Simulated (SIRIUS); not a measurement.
The system is Zr.

```xyz
2
Lattice="3.2320 0.0000 0.0000 -1.6160 2.7990 0.0000 0.0000 0.0000 5.1470" Properties=species:S:1:pos:R:3 pbc="T T T"
Zr    1.6160    0.9330    3.8603
Zr    0.0000    1.8660    1.2868
```

| Item | Value |
| --- | --- |
| Program | SIRIUS 7.10.0 |
| Task | relaxation of cell and atoms |
| Functional | PBEsol |
| Potentials or basis | PseudoDojo 0.4.1 PBE standard (scalar relativistic) |
| Cutoff | 915 eV |
| Density cutoff | 3659 eV |
| k mesh | 4 × 4 × 2 |
| Occupations | fermi-dirac, width 0.05 eV |
| Spin | no spin polarisation |

At the start: pressure -2.5 GPa; volume 23.28 Å³/atom.

**Question.** How do energy, volume and symmetry change on relaxing?

**Answer.** Over 5 steps the energy falls by 6.0 meV/atom and the volume is 22.68 Å³/atom (-2.6 %); space group P6_3/mmc (No. 194, to 0.05 Å).

The path:
```tsv
step	energy change (eV)	largest force (eV/Å)	pressure (GPa)	volume (Å³)
1	0.0000	0.0000	-2.54	46.56
2	-0.0056	0.0000	-1.81	46.19
3	-0.0116	0.0000	0.15	45.28
4	-0.0117	0.0000	0.11	45.30
5	-0.0119	0.0000	-0.01	45.36
```

Final structure:
```
CELL_PARAMETERS angstrom
3.21716 0.00000 0.00000
-1.60858 2.78614 0.00000
0.00000 0.00000 5.06105
ATOMIC_POSITIONS crystal
Zr 0.66667 0.33333 0.75000
Zr 0.33333 0.66667 0.25000
```

Caveat: the k mesh is coarse (spacing up to 0.61 Å⁻¹), so the values aren't converged; the potentials were made for another functional, which shifts forces and pressure.
